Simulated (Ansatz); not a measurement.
# ZrS2: further runs on the relaxed cell

The task here is to estimate one member of a computed series from the others.

Method: DFT PBE, scalar-relativistic, plane waves, PAW, in Ansatz 0.2.0.

2 further runs of the same task are left out: 2 set aside as unsound or not needed.

## The structure to begin with

It takes space group P-3m1 (No. 164, trigonal). Conventional cell: a = 3.685 Å, b = 3.685 Å, c = 6.758 Å, α = 90.00°, β = 90.00°, γ = 120.00°. Zr (site symmetry -3m) has 6 S at 2.57 Å as nearest neighbours. Around S (site symmetry 3m) lie 3 Zr at 2.57 Å.

Structure file:

```cif
data_structure
_symmetry_space_group_name_H-M 'P-3m1'
_symmetry_Int_Tables_number 164
_cell_length_a 3.6852
_cell_length_b 3.6852
_cell_length_c 6.7579
_cell_angle_alpha 90.000
_cell_angle_beta 90.000
_cell_angle_gamma 120.000
_cell_volume 79.48
loop_
_atom_site_label
_atom_site_type_symbol
_atom_site_symmetry_multiplicity
_atom_site_Wyckoff_symbol
_atom_site_fract_x
_atom_site_fract_y
_atom_site_fract_z
_atom_site_occupancy
Zr1 Zr 1 a 0.00000 0.00000 0.00000 1
S1 S 2 d 0.66667 0.33333 0.78568 1
```

It goes back to an entry of the Materials Project.

It is the result of an earlier relaxation at this level (volume 26.49 Å³/atom; gap on the mesh: 1.14 eV).

Set-up of the first run:

input.yaml

```yaml
crystal:
  lattice:
    - [3.6852083125, 0.0, 0.0]
    - [-1.8426041562, 3.1914840169, 0.0]
    - [0.0, 0.0, 6.757908237]
  atoms:
    - { symbol: Zr, position: [0.0, 0.0, 0.0] }
    - { symbol: S, position: [0.6666666667, 0.3333333333, 0.7856836137] }
    - { symbol: S, position: [0.3333333333, 0.6666666667, 0.2143163863] }
basis:
  ecutwfc: 420
kpoints:
  mp_grid: { grid: [12, 12, 4] }
  band_path:
    path:
      - [[0.0, 0.0, 0.0], [0.5, 0.0, 0.0], [0.33333333, 0.33333333, 0.0], [0.0, 0.0, 0.0], [0.0, 0.0, 0.5], [0.5, 0.0, 0.5], [0.33333333, 0.33333333, 0.5], [0.0, 0.0, 0.5]]
      - [[0.5, 0.0, 0.5], [0.5, 0.0, 0.0]]
      - [[0.33333333, 0.33333333, 0.5], [0.33333333, 0.33333333, 0.0]]
    npoints: 14
hamiltonian:
  xc: pbe
scf:
  occupations: { method: gaussian, width: 0.02 }
  n_extra_bands: 7
output:
  forces: true
  stress: true
  eigenvalues: true
  populations: true
  dos: { projected: true, de: 0.02, nscf_kmesh: { grid: [18, 18, 6] } }
  bader: true
  write_density: true
  write_potential: true
  elf: true
  volumetric_format: npy
```

The run is started by

```console
ansatz run input.yaml --threads 1 --pin off --max-ram 2560MiB --backend cpu --events-out ev --progress --plain --runs-dir out
```

Among the steps run: Bands, states and charges; Band edges anywhere in the zone; Levels beside the edges; Point at V/V0 = 0.97; The cell scaled to 1.03 of its volume; Volume × 0.94; Volume × 1.06.

One table of the session follows, with a row left open; its other results are not shown here.

| volume (Å³/atom) | energy above the lowest point (meV/atom) | pressure (GPa) | gap on the mesh (eV) |
| --- | --- | --- | --- |
| 24.904 | 1.1 | 0.26 | 1.09 |
| 25.699 | ? | ? | ? |
| 26.494 | 0.0 | 0.00 | 1.14 |
| 27.289 | 0.1 | -0.04 | 1.15 |
| 28.084 | 0.4 | -0.06 | 1.16 |

Q: Estimate the row for volume (Å³/atom) = 25.699 from the others.

Worked estimate for «energy above the lowest point (meV/atom)». A straight line through the neighbours (24.904, 1.1) and (26.494, 0.0) gives 1.1 + (0.0 − 1.1) × (25.699 − 24.904) / (26.494 − 24.904) = 0.5; a parabola fitted to 3 rows on both sides gives 0.3.

**Answer.** energy above the lowest point (meV/atom): 0.2; pressure (GPa): 0.10; gap on the mesh (eV): 1.11. In «energy above the lowest point (meV/atom)» the line misses by +0.3 and the parabola by +0.1.

Limits of these values: It is a Kohn-Sham gap, without temperature or zero-point motion. Layers here are held mostly by dispersion, which this level lacks, so their spacing and the stiffness across them are unreliable there.
